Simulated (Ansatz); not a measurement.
A relaxation computed with Ansatz, from input to last step.

```yaml
crystal:
  lattice:
    - [-1.9158404389, 1.9158404389, 11.7144313828]
    - [1.9158404389, -1.9158404389, 11.7144313828]
    - [2.0106449143, 2.0106449143, -11.7144313828]
  atoms:
    - { symbol: Ti, position: [0.6718368543, 0.1718368543, 0.5] }
    - { symbol: Ti, position: [0.9218368543, 0.9218368543, 0.0] }
    - { symbol: Ti, position: [0.8281631457, 0.3281631457, 0.5] }
    - { symbol: Ti, position: [0.0781631457, 0.0781631457, 0.0] }
    - { symbol: Al, position: [0.4138494056, 0.4138494056, 0.0] }
    - { symbol: Al, position: [0.249908268, 0.249908268, 0.0] }
    - { symbol: Al, position: [0.750091732, 0.750091732, 0.0] }
    - { symbol: Al, position: [0.3361505944, 0.8361505944, 0.5] }
    - { symbol: Al, position: [0.1638494056, 0.6638494056, 0.5] }
    - { symbol: Al, position: [0.500091732, 1.000091732, 0.5] }
    - { symbol: Al, position: [-9.1732e-05, 0.499908268, 0.5] }
    - { symbol: Al, position: [0.5861505944, 0.5861505944, 0.0] }
basis:
  ecutwfc: 500
kpoints:
  mp_grid: { grid: [12, 12, 12] }
hamiltonian:
  xc: r2scan
scf:
  occupations: { method: gaussian, width: 0.1 }
output:
  forces: true
  stress: true
  eigenvalues: true
relax:
  adjacent_minimum: "off"
  f_tol: 0.008
  max_steps: 40
  cell: { stress_tol: 0.015, fix: [a, b, gamma] }
```

```bash
ansatz run input.yaml --threads 2 --pin off --max-ram 5120MiB --backend cpu --events-out ev --progress --plain --runs-dir out
```

Method: Ansatz 0.2.0, DFT r2SCAN, scalar-relativistic, plane waves, PAW.

Of 4 frames 3 are shown, positions in Å and forces in eV/Å; the SCF threshold varies from step to step. Steps run on the plane waves of an earlier cell, with a Pulay correction in the pressure. The basis is chosen afresh for the last frame, the zero of the energies, and at times for earlier ones too; energy and pressure can step there, also at an unchanged geometry. Where two frames share a geometry here, they differ by under 2 meV/atom and 0.3 GPa.

```xyz
12
Lattice="-1.9158 1.9158 11.7144 1.9158 -1.9158 11.7144 2.0106 2.0106 -11.7144" Properties=species:S:1:pos:R:3:forces:R:3 pbc="T T T" step=1 free_energy_over_end_meV_per_atom=0.26 pressure_GPa=5.89
Ti    0.0474    1.9632    4.0259    0.0000    0.0000   -0.0355
Ti    0.0000    0.0000   21.5976    0.0000    0.0000   -0.0355
Ti    0.0474    1.9632    7.6885    0.0000    0.0000    0.0355
Ti    0.0000    0.0000    1.8313    0.0000    0.0000    0.0355
Al    0.0000    0.0000    9.6960    0.0000    0.0000    0.0352
Al    0.0000    0.0000    5.8551    0.0000    0.0000   -0.0216
Al    0.0000    0.0000   17.5738    0.0000    0.0000    0.0216
Al    1.9632    0.0474    7.8756    0.0000    0.0000   -0.0352
Al    1.9632    0.0474    3.8388    0.0000    0.0000    0.0352
Al    1.9632    0.0474   11.7166    0.0000    0.0000    0.0216
Al    1.9632    0.0474   -0.0021    0.0000    0.0000   -0.0216
Al    0.0000    0.0000   13.7328    0.0000    0.0000   -0.0352
12
Lattice="-1.9158 1.9158 11.7144 1.9158 -1.9158 11.7144 1.9967 1.9967 -11.7144" Properties=species:S:1:pos:R:3:forces:R:3 pbc="T T T" step=2 free_energy_over_end_meV_per_atom=0.09 pressure_GPa=6.74
Ti    0.0404    1.9563    4.0192    0.0000    0.0000    0.0556
Ti    0.0000    0.0000   21.5908    0.0000    0.0000    0.0556
Ti    0.0404    1.9563    7.6953    0.0000    0.0000   -0.0556
Ti    0.0000    0.0000    1.8381    0.0000    0.0000   -0.0556
Al    0.0000    0.0000    9.7008    0.0000    0.0000    0.0043
Al    0.0000    0.0000    5.8526    0.0000    0.0000    0.0013
Al    0.0000    0.0000   17.5762    0.0000    0.0000   -0.0013
Al    1.9563    0.0404    7.8708    0.0000    0.0000   -0.0043
Al    1.9563    0.0404    3.8436    0.0000    0.0000    0.0043
Al    1.9563    0.0404   11.7190    0.0000    0.0000   -0.0013
Al    1.9563    0.0404   -0.0046    0.0000    0.0000    0.0013
Al    0.0000    0.0000   13.7280    0.0000    0.0000   -0.0043
12
Lattice="-1.9158 1.9158 11.7144 1.9158 -1.9158 11.7144 2.0021 2.0021 -11.7144" Properties=species:S:1:pos:R:3:forces:R:3 pbc="T T T" step=4 free_energy_over_end_meV_per_atom=0.00 pressure_GPa=6.41
Ti    0.0431    1.9589    4.0229    0.0000    0.0000    0.0009
Ti    0.0000    0.0000   21.5945    0.0000    0.0000    0.0009
Ti    0.0431    1.9589    7.6916    0.0000    0.0000   -0.0009
Ti    0.0000    0.0000    1.8343    0.0000    0.0000   -0.0009
Al    0.0000    0.0000    9.7000    0.0000    0.0000    0.0026
Al    0.0000    0.0000    5.8531    0.0000    0.0000   -0.0017
Al    0.0000    0.0000   17.5758    0.0000    0.0000    0.0017
Al    1.9589    0.0431    7.8716    0.0000    0.0000   -0.0026
Al    1.9589    0.0431    3.8428    0.0000    0.0000    0.0026
Al    1.9589    0.0431   11.7186    0.0000    0.0000    0.0017
Al    1.9589    0.0431   -0.0042    0.0000    0.0000   -0.0017
Al    0.0000    0.0000   13.7288    0.0000    0.0000   -0.0026
```

The run took 8 min on 2 threads of Oxide Virtual Turin-like Processor (Zen 5), on a shared host, peak memory 2.4 GiB.